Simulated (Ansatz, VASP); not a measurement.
**CuI (Marshite) in VASP and in Ansatz**

```
CELL_PARAMETERS angstrom
0.00000 3.03150 3.03150
3.03150 0.00000 3.03150
3.03150 3.03150 0.00000
ATOMIC_POSITIONS crystal
I 0.00000 0.00000 0.00000
Cu 0.75000 0.75000 0.75000
```

Alike in both runs: functional PBE; k mesh 8 × 8 × 8; occupations fermi-dirac, width 0.05 eV; no spin polarisation.

|  | VASP | Ansatz |
| --- | --- | --- |
| version | VASP 6.6.1 | Ansatz 0.2.0 |
| potentials or method | VASP PAW PBE potentials, release 64 (I, Cu), cutoff 520 eV | all-electron LAPW, scalar-relativistic |
| task | single point | band structure |

Ansatz gave:

```
gap on the k mesh at the Fermi level (eV) : 1.12
least direct gap on the mesh (eV)         : 1.12
pressure (GPa)                            : 0.3
```

Question: What did VASP give for the same quantities?

Answer: gap on the k mesh at the Fermi level (eV): 1.14; least direct gap on the mesh (eV): 1.14; pressure (GPa): 0.3.

Ansatz ran all-electron here, so the differences hold the error of VASP's frozen core and of both bases.

Caveats: spin-orbit coupling is left out, which moves the levels of the heavy elements. PBE gaps usually lie below the measured ones, often by a third to a half.
